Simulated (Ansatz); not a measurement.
# Si3N4 (P-43m) in Ansatz: notebook

Aim: see how the results for Si3N4 move with the level of theory and the settings. Levels: PBEsol, RPBE, revPBE, BLYP, r2SCAN. Tasks: relaxation of cell and atoms.

All numbers are computed with Ansatz 0.2.0; they aren't measurements. Logs are shortened: lines on timing, memory, paths and dates and some standing lists are left out, and cuts for length are marked.

## (1) The structure

Symmetry: P-43m, No. 215, cubic system. The conventional cell has a = 4.131 Å, b = 4.131 Å, c = 4.131 Å, α = 90.00°, β = 90.00°, γ = 90.00°. Around Si (site symmetry -42m) lie 4 N at 1.77 Å. N (site symmetry 3m) has 3 Si at 1.77 Å as nearest neighbours.

The cell was built by a generator and needn't be a form met in nature.

## (2) Relaxation of cell and atoms, PBEsol

input.yaml reads:

```yaml
crystal:
  lattice:
    - [4.13078, 0.0, 0.0]
    - [0.0, 4.13078, 0.0]
    - [0.0, 0.0, 4.13078]
  atoms:
    - { symbol: Si, position: [0.0, 0.0, 0.5] }
    - { symbol: Si, position: [0.5, 0.0, 0.0] }
    - { symbol: Si, position: [0.0, 0.5, 0.0] }
    - { symbol: "N", position: [0.23952, 0.23952, 0.76048] }
    - { symbol: "N", position: [0.76048, 0.76048, 0.76048] }
    - { symbol: "N", position: [0.23952, 0.76048, 0.23952] }
    - { symbol: "N", position: [0.76048, 0.23952, 0.23952] }
hamiltonian:
  xc: pbesol
  pseudopotentials: { kind: paw }
kpoints:
  mp_grid: { grid: [7, 7, 7] }
scf:
  occupations: { method: fermi_dirac, width: 0.05 }
output:
  forces: true
  stress: true
  eigenvalues: true
  write_density: true
  write_potential: true
  elf: true
  volumetric_format: npy
relax:
  f_tol: 0.01
  max_steps: 40
  cell: { stress_tol: 0.05 }
```

Potentials or basis: Ansatz PAW.

On the command line:

```bash
ansatz run input.yaml --threads 4 --pin off --max-ram 11264MiB --backend cpu --events-out ev --progress --plain --runs-dir out
```

What it wrote:

```text
Warning: RAYON_NUM_THREADS=4 ignored (pool sized by the plan → 4); use --threads N
Engine: ansatz 0.2.0, aarch64-unknown-linux-gnu
Pseudopotentials: kind: paw
Pseudopotential: Si, paw, valence charge 4, recommended cutoff 420 eV (normal), Si.paw.azcp
Pseudopotential: N, paw, valence charge 5, recommended cutoff 420 eV (normal), N.paw.azcp
Functional definition: PBEsol
  exchange = pbesol_x
  correlation = pbesol_c
Crystal: 7 atoms, lattice volume = 70.485 Å³
Basis set: ecut = 420 eV, 1357 PW (Γ), exchange–correlation on 60×60×60 points (8 copies of the dense FFT grid, shifted against one another)
Bands: 23, of which v1, the nominal top of the filled ones, is band 16 counted from 1 (15 counted from 0)
Symmetry: 24 space group operations
Space group: P-43m (ITA 215), of the structure as read, at distance tolerance 4.1e-5 Å
k-points: 20 of 343 (time reversal used)
Non-local potential: Si, projectors of the file, l = 0: 2, l = 1: 2, l = 2: 2
Non-local potential: N, projectors of the file, l = 0: 2, l = 1: 2, l = 2: 1
PAW form: soft (Blöchl's): semilocal exchange-correlation on the pseudo side does not see the compensation charge
PAW frozen core: Si, regenerated for the run's functional, and the local potential with it (the file was generated under x = pbe(κ = 0.804, μ = 0.2195149727645171), c = pbe(β = 0.06672455060314922))
PAW frozen core: N, regenerated for the run's functional, and the local potential with it (the file was generated under x = pbe(κ = 0.804, μ = 0.2195149727645171), c = pbe(β = 0.06672455060314922))
PAW one-centre angular grid: Si, 110 points (default); XC on 64 Gauss nodes
PAW one-centre angular grid: N, 110 points (default); XC on 64 Gauss nodes
Initial density: superposition of atomic densities (neutral atoms: chi_scale 0, normalization atom), corrected by the library's trained network
Initial wavefunctions: pseudopotential atomic-orbital guess
Functional: x = pbesol(κ = 0.804, μ = 0.12345679012345678), c = pbesol(β = 0.046)
SCF iter   1: F=—  HF=-3385.260667 eV  |F-HF|=—  |Δ(HF+E_count)|=         —  Δρ=9.65e-3  dr2=6.16e-2  ethr=1.77e-3  ⟨swp⟩=6.8  Hψ=2723  notcnv=0
preconditioner: auto → Resta (q_TF=auto, 2.392 Å⁻¹)  ε∞=4.3  [insulator: Δε(μ)=2.512 eV  Ē_g=13.773 eV  σ=0.050 eV  W_gap=1.00  n_scr=18 (ndim 8)  ℏωp=25.0 eV  f_vac=0.000  D(μ)=0.00/eV (n_scr^D=0)  ε∞_Penn≈4.3]
SCF iter   2: F=—  HF=-3385.243110 eV  |F-HF|=—  |Δ(HF+E_count)|=   1.76e-2  Δρ=1.92e-3  dr2=1.92e-3  ethr=1.92e-4  ⟨swp⟩=2.5  Hψ=935  notcnv=0  defer=40
SCF iter   3: F=—  HF=-3385.243114 eV  |F-HF|=—  |Δ(HF+E_count)|=   3.95e-6  Δρ=9.30e-4  dr2=3.91e-4  ethr=6.00e-6  ⟨swp⟩=2.1  Hψ=683  notcnv=0  defer=40
SCF iter   4: F=—  HF=-3385.243184 eV  |F-HF|=—  |Δ(HF+E_count)|=   6.98e-5  Δρ=8.35e-5  dr2=3.60e-6  ethr=1.22e-6  ⟨swp⟩=2.0  Hψ=736  notcnv=0  defer=40
SCF iter   5: F=—  HF=-3385.243207 eV  |F-HF|=—  |Δ(HF+E_count)|=   2.30e-5  Δρ=1.72e-5  dr2=1.41e-7  ethr=1.12e-8  ⟨swp⟩=2.5  Hψ=705  notcnv=0  defer=40
SCF iter   6: F=-3385.243207 eV  HF=-3385.243207 eV  |F-HF|=3.57e-9  |Δ(HF+E_count)|=   1.63e-7  Δρ=2.31e-6  dr2=3.25e-9  ethr=3.13e-10  ⟨swp⟩=13.6  Hψ=3295  notcnv=0
SCF 1 converged in 6 iterations: F = -3385.243207 eV  dr2 = 3.25e-9
relax step   1: F+E_penalty+E_count = -3385.24320733 eV  Δ(F+E_penalty+E_count) = +0.000e0 eV  max|allowed force component| = 3.017e-2 eV/Å  Δτ_max = 0.0000 Å  P = -4.087 GPa  Ω = 70.485 Å³  (6 SCF iters, dr2 threshold 1.00e-7 eV, accepted)
Crystal: 7 atoms, lattice volume = 69.664 Å³
Initial density: handed on by an earlier stage of this run
Initial wavefunctions: those handed on with the density
iter 1 solved again at ethr=1.25e-5 eV; its pass at ethr=3.10e-3 eV (dr2=3.99e-3 eV) is discarded
SCF iter   1: F=—  HF=-3385.259998 eV  |F-HF|=—  |Δ(HF+E_count)|=         —  Δρ=2.40e-3  dr2=3.76e-3  ethr=1.25e-5  ⟨swp⟩=1.3  Hψ=2431  notcnv=0
preconditioner: auto → Resta (q_TF=auto, 2.397 Å⁻¹)  ε∞=4.3  [insulator: Δε(μ)=2.631 eV  Ē_g=13.928 eV  σ=0.050 eV  W_gap=1.00  n_scr=18 (ndim 8)  ℏωp=25.2 eV  f_vac=0.000  D(μ)=0.00/eV (n_scr^D=0)  ε∞_Penn≈4.3]
SCF iter   2: F=—  HF=-3385.258947 eV  |F-HF|=—  |Δ(HF+E_count)|=   1.05e-3  Δρ=8.89e-4  dr2=3.51e-4  ethr=1.18e-5  ⟨swp⟩=2.6  Hψ=739  notcnv=0
SCF iter   3: F=—  HF=-3385.258867 eV  |F-HF|=—  |Δ(HF+E_count)|=   7.98e-5  Δρ=3.65e-4  dr2=6.64e-5  ethr=1.10e-6  ⟨swp⟩=1.1  Hψ=477  notcnv=0
SCF iter   4: F=—  HF=-3385.258859 eV  |F-HF|=—  |Δ(HF+E_count)|=   8.05e-6  Δρ=4.59e-5  dr2=1.31e-6  ethr=2.07e-7  ⟨swp⟩=2.0  Hψ=779  notcnv=0
SCF iter   5: F=-3385.258859 eV  HF=-3385.258859 eV  |F-HF|=1.08e-8  |Δ(HF+E_count)|=   3.55e-7  Δρ=7.04e-6  dr2=2.60e-8  ethr=2.19e-9  ⟨swp⟩=11.2  Hψ=3503  notcnv=0
SCF 2 converged in 5 iterations: F = -3385.258859 eV  dr2 = 2.60e-8
[... 28 lines left out ...]
SCF iter   4: F=—  HF=-3385.259442 eV  |F-HF|=—  |Δ(HF+E_count)|=   3.50e-8  Δρ=8.21e-7  dr2=6.10e-10  ethr=5.63e-11  ⟨swp⟩=3.0  Hψ=781  notcnv=0
SCF iter   5: F=-3385.259442 eV  HF=-3385.259442 eV  |F-HF|=0.00e0  |Δ(HF+E_count)|=  2.66e-10  Δρ=1.72e-7  dr2=2.70e-11  ethr=1.00e-12  ⟨swp⟩=8.4  Hψ=2483  notcnv=0
SCF 5 converged in 5 iterations: F = -3385.259442 eV  dr2 = 2.70e-11
relax step   5: F+E_penalty+E_count = -3385.25944168 eV  Δ(F+E_penalty+E_count) = +3.954e-3 eV  max|allowed force component| = 2.654e-3 eV/Å  Δτ_max = 0.0000 Å  P = -0.094 GPa  Ω = 69.196 Å³  stress off target by 9.40e-2 GPa  SCF on the basis re-selected at this cell (its energy is not comparable with the rows above)  (5 SCF iters)
basis re-selected at this cell: Δ(F+E_penalty+E_count) = +3.954e-3 eV, ΔP = -0.099 GPa vs the last step (what re-selecting the basis moved, of the pressure what is left beyond the Pulay correction that the steps carried, after the strain that the cell walked since its last selection, with what the two solves' SCF thresholds leave and, on support functions, any second-order correction that the steps lacked; it is no measure of the basis error at this ecutwfc). This SCF's stress stands 9.40e-2 GPa from its target on what of the cell is left free (relax.cell.stress_tol is 5.00e-2 GPa) and its largest allowed force component is 2.65e-3 eV/Å (relax.f_tol is 1.00e-2 eV/Å): not within both, so this SCF does not close the relaxation
Crystal: 7 atoms, lattice volume = 69.173 Å³
iter 1 solved again at ethr=2.13e-8 eV; its pass at ethr=3.10e-3 eV (dr2=6.83e-6 eV) is discarded
SCF iter   1: F=—  HF=-3385.259529 eV  |F-HF|=—  |Δ(HF+E_count)|=         —  Δρ=9.56e-5  dr2=6.47e-6  ethr=2.13e-8  ⟨swp⟩=1.1  Hψ=2259  notcnv=0
preconditioner: auto → Resta (q_TF=auto, 2.399 Å⁻¹)  ε∞=4.3  [insulator: Δε(μ)=2.627 eV  Ē_g=13.990 eV  σ=0.050 eV  W_gap=1.00  n_scr=18 (ndim 8)  ℏωp=25.3 eV  f_vac=0.000  D(μ)=0.00/eV (n_scr^D=0)  ε∞_Penn≈4.3]
SCF iter   2: F=—  HF=-3385.259526 eV  |F-HF|=—  |Δ(HF+E_count)|=   3.40e-6  Δρ=2.66e-5  dr2=5.96e-7  ethr=2.02e-8  ⟨swp⟩=2.1  Hψ=706  notcnv=0
SCF iter   3: F=—  HF=-3385.259525 eV  |F-HF|=—  |Δ(HF+E_count)|=   1.76e-7  Δρ=1.08e-5  dr2=9.28e-8  ethr=1.86e-9  ⟨swp⟩=2.9  Hψ=770  notcnv=0
SCF iter   4: F=-3385.259525 eV  HF=-3385.259525 eV  |F-HF|=5.21e-10  |Δ(HF+E_count)|=   1.95e-8  Δρ=1.88e-6  dr2=2.43e-9  ethr=6.90e-11  ⟨swp⟩=8.1  Hψ=2636  notcnv=0
SCF 6 converged in 4 iterations: F = -3385.259525 eV  dr2 = 2.43e-9
relax step   6: F+E_penalty+E_count = -3385.25952546 eV  Δ(F+E_penalty+E_count) = -8.377e-5 eV  max|allowed force component| = 1.293e-5 eV/Å  Δτ_max = 0.0001 Å  P = -0.003 GPa  Ω = 69.173 Å³  energy of the carried Pulay correction = +7.608e-5 eV  (4 SCF iters, dr2 threshold 2.21e-8 eV, accepted)
iter 1 solved again at ethr=3.34e-7 eV; its pass at ethr=3.10e-3 eV (dr2=1.07e-4 eV) is discarded
SCF iter   1: F=—  HF=-3385.259162 eV  |F-HF|=—  |Δ(HF+E_count)|=         —  Δρ=1.02e-5  dr2=1.41e-8  ethr=3.34e-7  ⟨swp⟩=3.0  Hψ=3952  notcnv=0
eigensolver tolerance schedule: the retry pair's looser diagonalisation over-reported the residual by 7594.67 of it (diagonalisation noise at 4.52 of the residual, at the tolerance the schedule requests for it); recorded, not acted on — ethr = c·dr2/N_el stays at c = 1.0e-1
preconditioner: auto → Resta (q_TF=auto, 2.399 Å⁻¹)  ε∞=4.3  [insulator: Δε(μ)=2.626 eV  Ē_g=13.990 eV  σ=0.050 eV  W_gap=1.00  n_scr=18 (ndim 8)  ℏωp=25.3 eV  f_vac=0.000  D(μ)=0.00/eV (n_scr^D=0)  ε∞_Penn≈4.3]
SCF iter   2: F=—  HF=-3385.259161 eV  |F-HF|=—  |Δ(HF+E_count)|=   4.46e-7  Δρ=5.01e-6  dr2=4.38e-9  ethr=4.40e-11  ⟨swp⟩=3.0  Hψ=985  notcnv=0
SCF iter   3: F=—  HF=-3385.259161 eV  |F-HF|=—  |Δ(HF+E_count)|=   3.82e-9  Δρ=2.31e-6  dr2=9.78e-10  ethr=1.37e-11  ⟨swp⟩=1.6  Hψ=604  notcnv=0
SCF iter   4: F=-3385.259161 eV  HF=-3385.259161 eV  |F-HF|=4.27e-11  |Δ(HF+E_count)|=   1.13e-9  Δρ=4.22e-7  dr2=5.66e-11  ethr=1.00e-12  ⟨swp⟩=6.4  Hψ=2703  notcnv=0
SCF 7 converged in 4 iterations: F = -3385.259161 eV  dr2 = 5.66e-11
relax step   7: F+E_penalty+E_count = -3385.25916110 eV  Δ(F+E_penalty+E_count) = +3.644e-4 eV  max|allowed force component| = 5.829e-5 eV/Å  Δτ_max = 0.0000 Å  P = -0.004 GPa  Ω = 69.173 Å³  stress off target by 4.33e-3 GPa  SCF on the basis re-selected at this cell (its energy is not comparable with the rows above)  (4 SCF iters)
basis re-selected at this cell: Δ(F+E_penalty+E_count) = +3.644e-4 eV, ΔP = -0.002 GPa vs the last step (what re-selecting the basis moved, of the pressure what is left beyond the Pulay correction that the steps carried, after the strain that the cell walked since its last selection, with what the two solves' SCF thresholds leave and, on support functions, any second-order correction that the steps lacked; it is no measure of the basis error at this ecutwfc). This SCF's stress stands 4.33e-3 GPa from its target on what of the cell is left free (relax.cell.stress_tol is 5.00e-2 GPa) and its largest allowed force component is 5.83e-5 eV/Å (relax.f_tol is 1.00e-2 eV/Å): within both
SCF converged after 4 iterations
Free energy (F): -3385.259161 eV
Harris-Foulkes:  -3385.259161 eV  (|F-HF|=4.27e-11)
Internal energy: -3385.259161 eV  (E = F + TS)
E sigma→0 (E₀):  -3385.259161 eV
Fermi energy:    9.880318 eV
--- Per-component energies (eV) ---
  E_band       = 53.063928
  E_kinetic    = 671.149569
  E_local      = -916.741413  (includes V_loc(G=0)·N_el)
  E_nonlocal   = 255.845350
  E_hartree    = 291.646619
  E_xc         = -409.220216
  E_vxc        = -454.014298  (∫ρ·V_xc dr)
  E_paw        = -1988.789636  (= ΣΔE_a)
  E_vpaw       = -86.468799  (= ΣTr[D̂ρ^β])
  E_aug_tail   = 0.000404  (compensation charges beyond the density's cutoff)
  E_ewald      = -1289.356916
  E_core_change = 0.207077  (= ΣΔE_core)
  E_smearing   = -0.000000  (= −TS)
  E_closure    = 0.000000  (closes the sum)
  Σ components = -3385.259161   (vs F -3385.259161, Δ=0.00e0)
--- Forces (eV/Å), atoms counted from 1 ---
  atom   1  Si     0.00000000     0.00000000    -0.00000000
  atom   2  Si     0.00000000     0.00000000     0.00000000
  atom   3  Si    -0.00000000    -0.00000000    -0.00000000
  atom   4  N      0.00005829     0.00005829    -0.00005829
  atom   5  N     -0.00005829    -0.00005829    -0.00005829
  atom   6  N      0.00005829    -0.00005829     0.00005829
  atom   7  N     -0.00005829     0.00005829     0.00005829
  max |Σ_I F_I| component: 1.30e-16 eV/Å
--- Stress (GPa, compression-positive) ---
       -0.004327      -0.000000       0.000000
       -0.000000      -0.004327       0.000000
        0.000000       0.000000      -0.004327
  P = ⅓ Tr σ = -0.0043 GPa (-0.043 kbar)
--- Band table (eV; the first three rows and the last of 20) ---
  k-point 0: bands = ["-9.5637", "-5.5600", "-5.5600", "-5.5600", "-0.1608", "-0.1608", "3.8901", "3.9925", "3.9925", "3.9925", "5.1903", "5.1903", "5.1903", "8.3265", "8.3265", "8.3265", "11.1391", "11.1391", "11.1391", "12.8675", "15.3261", "15.3261", "18.5666"]
  k-point 1: bands = ["-9.4471", "-5.8774", "-5.5416", "-5.5416", "-0.0610", "0.1830", "3.7587", "3.8596", "3.8596", "3.9965", "4.9519", "5.1342", "5.1342", "7.9641", "8.2846", "8.2846", "11.3331", "11.6058", "11.6058", "13.3394", "15.5924", "15.7906", "18.8590"]
  k-point 2: bands = ["-9.1161", "-6.5929", "-5.4996", "-5.4996", "0.2048", "1.0021", "3.2142", "3.5353", "3.5353", "3.9259", "4.7028", "5.1158", "5.1158", "7.1592", "8.1334", "8.1334", "12.0406", "12.7832", "12.7832", "14.1882", "16.2729", "17.0146", "18.7117"]
  k-point 19: bands = ["-7.0937", "-6.6658", "-6.6658", "-6.3443", "-0.4361", "-0.4361", "-0.2745", "3.0958", "5.4045", "5.4045", "5.6772", "5.7690", "5.7690", "8.2825", "8.5132", "8.5132", "14.3872", "14.6674", "14.6674", "16.6034", "16.6034", "17.2686", "18.0462"]
--- Relaxed structure (5 steps of the walk, 5 accepted, 2 SCFs on fresh bases) ---
  F+E_penalty+E_count = -3385.25916110 eV   max|allowed force component| = 5.829e-5 eV/Å   (the final SCF, on the basis selected at the relaxed cell)
  cell:  # Å, volume = 69.1730 Å³
    - [4.104991064856185, -7.3827314534844035e-34, 1.3541700726383125e-33]
    - [-7.3827314534844035e-34, 4.104991064856185, -6.419708432187054e-35]
    - [1.0973794133866811e-33, -6.419708432187054e-35, 4.104991064856185]
  atoms:
    - { symbol: Si, position: [-5.905555096355612e-20, -3.937036730903744e-20, 0.49999999999999994] }
    - { symbol: Si, position: [0.49999999999999994, -3.937036730903746e-20, -4.686948489171081e-21] }
    - { symbol: Si, position: [-5.905555096355614e-20, 0.49999999999999994, -4.6869484891711995e-21] }
    - { symbol: N, position: [0.2403210030222485, 0.2403210030222485, 0.7596789969777514] }
    - { symbol: N, position: [0.7596789969777514, 0.7596789969777514, 0.7596789969777514] }
    - { symbol: N, position: [0.2403210030222485, 0.7596789969777514, 0.2403210030222485] }
    - { symbol: N, position: [0.7596789969777514, 0.2403210030222485, 0.2403210030222485] }
```

Wall time 7.8 s (4 threads of Arm Neoverse V1, shared host); peak memory 0.34 GiB.

Results:

* Free energy: -3385.2592 eV
* Relaxed volume: 9.88 Å³/atom
* Relaxed cell: a = 4.105 Å, b = 4.105 Å, c = 4.105 Å, α = 90.00°, β = 90.00°, γ = 90.00°
* Space group after relaxing (to 0.05 Å): P-43m (No. 215)
* Energy gained by relaxing: 2.3 meV/atom
* Ionic steps: 7
* Pressure after relaxing: 0.0 GPa
* Band gap on the k mesh: 2.63 eV, indirect (least direct gap 2.81 eV)

The path:
| step | energy change (eV) | largest force (eV/Å) | volume (Å³) |
| --- | --- | --- | --- |
| 1 | 0.0000 | 0.0523 | 70.48 |
| 2 | -0.0157 | 0.0969 | 69.66 |
| 3 | -0.0200 | 0.0329 | 69.21 |
| 4 | -0.0202 | 0.0047 | 69.20 |
| 5 | -0.0162 | 0.0046 | 69.20 |
| 6 | -0.0163 | 0.0000 | 69.17 |
| 7 | -0.0160 | 0.0001 | 69.17 |

Final structure:
```yaml
crystal:
  lattice:
    - [4.10499, 0.00000, 0.00000]
    - [0.00000, 4.10499, 0.00000]
    - [0.00000, 0.00000, 4.10499]
  atoms:
    - { symbol: Si, position: [0.00000, 0.00000, 0.50000] }
    - { symbol: Si, position: [0.50000, 0.00000, 0.00000] }
    - { symbol: Si, position: [0.00000, 0.50000, 0.00000] }
    - { symbol: N, position: [0.24032, 0.24032, 0.75968] }
    - { symbol: N, position: [0.75968, 0.75968, 0.75968] }
    - { symbol: N, position: [0.24032, 0.75968, 0.24032] }
    - { symbol: N, position: [0.75968, 0.24032, 0.24032] }
```

Caveat: odd divisions of the mesh miss points on the zone boundary, where band edges often lie, so the gap on the mesh can be too wide; the plane-wave basis is chosen anew once the cell has moved, so the energies of steps on either side of that aren't comparable; the pressure holds a Pulay correction of +0.5 GPa for the finite cutoff; the PAW data sets come from PBE, with cores solved anew for the run's functional, which leaves a small shift of forces and pressure. A k mesh can miss the band edges.

## (3) Relaxation of cell and atoms, RPBE

input.yaml: that of step 2 with these lines changed.

```diff
@@ -14,3 +14,3 @@
 hamiltonian:
-  xc: pbesol
+  xc: rpbe
   pseudopotentials: { kind: paw }
```

Potentials or basis: Ansatz PAW.

On the command line:

```bash
ansatz run input.yaml --threads 4 --pin off --max-ram 11264MiB --backend cpu --events-out ev --progress --plain --runs-dir out
```

Wall time 8.1 s (4 threads of Arm Neoverse V1, shared host); peak memory 0.34 GiB.

The run converged. Its results:

```yaml
Free_energy: -3464.2390 eV
Relaxed_volume: 10.24 Å³/atom
Relaxed_cell: a = 4.154 Å, b = 4.154 Å, c = 4.154 Å, α = 90.00°, β = 90.00°, γ = 90.00°
Space_group_after_relaxing_to_0.05_Å: P-43m (No. 215)
Energy_gained_by_relaxing: 2.0 meV/atom
Ionic_steps: 7
Pressure_after_relaxing: 0.0 GPa
Band_gap_on_the_k_mesh: 2.79 eV, indirect (least direct gap 2.97 eV)
```

The path:
```csv
step,energy change (eV),largest force (eV/Å),volume (Å³)
1,0.0000,0.1179,70.48
2,-0.0087,0.1154,71.18
3,-0.0108,0.0296,71.65
4,-0.0109,0.0033,71.67
5,-0.0141,0.0032,71.67
6,-0.0141,0.0000,71.69
7,-0.0143,0.0000,71.69
```

Final structure:
```yaml
crystal:
  lattice:
    - [4.15421, 0.00000, 0.00000]
    - [0.00000, 4.15421, 0.00000]
    - [0.00000, 0.00000, 4.15421]
  atoms:
    - { symbol: Si, position: [0.00000, 0.00000, 0.50000] }
    - { symbol: Si, position: [0.50000, 0.00000, 0.00000] }
    - { symbol: Si, position: [0.00000, 0.50000, 0.00000] }
    - { symbol: N, position: [0.23934, 0.23934, 0.76066] }
    - { symbol: N, position: [0.76066, 0.76066, 0.76066] }
    - { symbol: N, position: [0.23934, 0.76066, 0.23934] }
    - { symbol: N, position: [0.76066, 0.23934, 0.23934] }
```

Levels at points of the mesh, in eV from the valence-band top:
```csv
k point,band 13,band 14,band 15,band 16,band 17,band 18,band 19,band 20
"(0.00, 0.00, 0.00)",-3.30,-0.18,-0.18,-0.18,2.79,2.79,2.79,4.04
```

Caveat: odd divisions of the mesh miss points on the zone boundary, where band edges often lie, so the gap on the mesh can be too wide; the plane-wave basis is chosen anew once the cell has moved, so the energies of steps on either side of that aren't comparable; the pressure holds a Pulay correction of +0.4 GPa for the finite cutoff; the PAW data sets come from PBE, with cores solved anew for the run's functional, which leaves a small shift of forces and pressure. A k mesh can miss the band edges.

## (4) Relaxation of cell and atoms, revPBE

input.yaml: that of step 3 with these lines changed.

```diff
@@ -14,3 +14,3 @@
 hamiltonian:
-  xc: rpbe
+  xc: revpbe
   pseudopotentials: { kind: paw }
@@ -24,6 +24,2 @@
   eigenvalues: true
-  write_density: true
-  write_potential: true
-  elf: true
-  volumetric_format: npy
 relax:
```

On the command line:

```bash
ansatz run input.yaml --threads 4 --pin off --max-ram 11264MiB --backend cpu --events-out ev --progress --plain --runs-dir out
```

It took 7.5 s on 4 threads of Arm Neoverse V1, shared host; peak memory 0.34 GiB.

It converged, with:

| Quantity | Value |
| --- | --- |
| Free energy | -3460.0287 eV |
| Relaxed volume | 10.20 Å³/atom |
| Relaxed cell | a = 4.148 Å, b = 4.148 Å, c = 4.148 Å, α = 90.00°, β = 90.00°, γ = 90.00° |
| Space group after relaxing (to 0.05 Å) | P-43m (No. 215) |
| Energy gained by relaxing | 1.1 meV/atom |
| Ionic steps | 7 |
| Pressure after relaxing | 0.0 GPa |
| Band gap on the k mesh | 2.78 eV, indirect (least direct gap 2.96 eV) |

The path:
```tsv
step	energy change (eV)	largest force (eV/Å)	volume (Å³)
1	0.0000	0.0895	70.48
2	-0.0045	0.0868	71.00
3	-0.0054	0.0217	71.35
4	-0.0054	0.0026	71.36
5	-0.0080	0.0024	71.36
6	-0.0079	0.0000	71.38
7	-0.0079	0.0000	71.38
```

Final structure:
```xyz
7
Lattice="4.1482 0.0000 0.0000 0.0000 4.1482 0.0000 0.0000 0.0000 4.1482" Properties=species:S:1:pos:R:3 pbc="T T T"
Si    0.0000    0.0000    2.0741
Si    2.0741    0.0000    0.0000
Si    0.0000    2.0741    0.0000
N     0.9931    0.9931    3.1552
N     3.1552    3.1552    3.1552
N     0.9931    3.1552    0.9931
N     3.1552    0.9931    0.9931
```

Levels at points of the mesh, in eV from the valence-band top:
```
           k point  band 13  band 14  band 15  band 16  band 17  band 18  band 19  band 20
(0.00, 0.00, 0.00)    -3.30    -0.18    -0.18    -0.18     2.78     2.78     2.78     4.08
```

Caveat: odd divisions of the mesh miss points on the zone boundary, where band edges often lie, so the gap on the mesh can be too wide; the plane-wave basis is chosen anew once the cell has moved, so the energies of steps on either side of that aren't comparable; the pressure holds a Pulay correction of +0.4 GPa for the finite cutoff; the PAW data sets come from PBE, with cores solved anew for the run's functional, which leaves a small shift of forces and pressure. A k mesh can miss the band edges.

[end of part 1 of 2]
